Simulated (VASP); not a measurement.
TePb:

```
Te Pb
1.0
     0.00000    3.23100    3.23100
     3.23100    0.00000    3.23100
     3.23100    3.23100    0.00000
Te Pb
1 1
Direct
  0.50000 0.50000 0.50000
  0.00000 0.00000 0.00000
```

```yaml
Program: VASP 6.6.1
Task: relaxation of cell and atoms
Functional: LDA
Potentials_or_basis: VASP PAW LDA potentials, release 64 (Te, Pb_d)
Cutoff: 600 eV
k_mesh: 8 × 8 × 8
Occupations: gaussian, width 0.03 eV
Spin: no spin polarisation
```

At the start: pressure -1.6 GPa; volume 33.73 Å³/atom.

**Question.** Where does the relaxation end?

**Answer.** Over 3 steps the energy falls by 6.2 meV/atom and the volume is 32.55 Å³/atom (-3.5 %); space group Fm-3m (No. 225, to 0.05 Å).

The path:
| step | energy change (eV) | largest force (eV/Å) | pressure (GPa) | volume (Å³) |
| --- | --- | --- | --- | --- |
| 1 | 0.0000 | 0.0000 | -1.62 | 67.46 |
| 2 | -0.0103 | 0.0000 | 0.71 | 64.18 |
| 3 | -0.0123 | 0.0000 | -0.01 | 65.09 |

Final structure:
```
CELL_PARAMETERS angstrom
0.00000 3.19278 3.19278
3.19278 0.00000 3.19278
3.19278 3.19278 0.00000
ATOMIC_POSITIONS crystal
Te 0.50000 0.50000 0.50000
Pb 0.00000 0.00000 0.00000
```
